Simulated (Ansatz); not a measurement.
**Equation of state of Hf**

```cif
data_structure
_symmetry_space_group_name_H-M 'P 1'
_symmetry_Int_Tables_number 1
_cell_length_a 3.0720
_cell_length_b 3.0720
_cell_length_c 3.0720
_cell_angle_alpha 109.471
_cell_angle_beta 109.471
_cell_angle_gamma 109.471
_cell_volume 22.32
loop_
_atom_site_label
_atom_site_type_symbol
_atom_site_fract_x
_atom_site_fract_y
_atom_site_fract_z
_atom_site_occupancy
Hf1 Hf 0.00000 0.00000 0.00000 1
```

The runs use the primitive cell with vectors (-1.774, 1.774, 1.774), (1.774, -1.774, 1.774), (1.774, 1.774, -1.774) Å, to which the k mesh refers.

The cell was built from the bcc type and relaxed in the same program, and has space group Im-3m; it needn't be a known or the stable phase.

Spin–orbit coupling is left out, though it moves levels of the heavy atoms by tenths of an eV or more.

Methods: DFT, PBE, all-electron LAPW, scalar-relativistic (Ansatz 0.2.0); DFT, PBE, PAW with Ansatz's default frozen-core files, scalar-relativistic (Ansatz 0.2.0).

For LAPW: a Γ-centred 16×16×16 k mesh, Fermi–Dirac smearing of 0.08 eV, basis error target 0.5 meV/atom, no spin polarisation. PAW takes a cutoff of 420 eV at this cell. The Ansatz runs share mesh, smearing and spin set-up. Plane-wave (PAW) pressures include the program's estimate of the Pulay term.

The cell above is scaled evenly, with fractional coordinates and shape held.

```csv
V/V(cell),V (Å³/atom),"P, LAPW (GPa)","P, PAW (GPa)"
0.9405,20.989,6.76,6.73
0.9800,21.870,2.09,2.07
1.0000,22.317,0.02,0.00
1.0200,22.763,-1.88,-1.90
1.0600,23.655,-5.23,-5.24
```

Problem. What do Birch–Murnaghan fits to the pressures give?

Solution. LAPW: V0 = 22.32 Å³/atom, B0 = 99 GPa, B0′ = 3.3; PAW: V0 = 22.32 Å³/atom, B0 = 99 GPa, B0′ = 3.3.

PAW's V0 lies -0.02 % from the all-electron value and its B0 -0.1 %. Symmetry fixes shape and coordinates here, so this is the relaxed modulus.
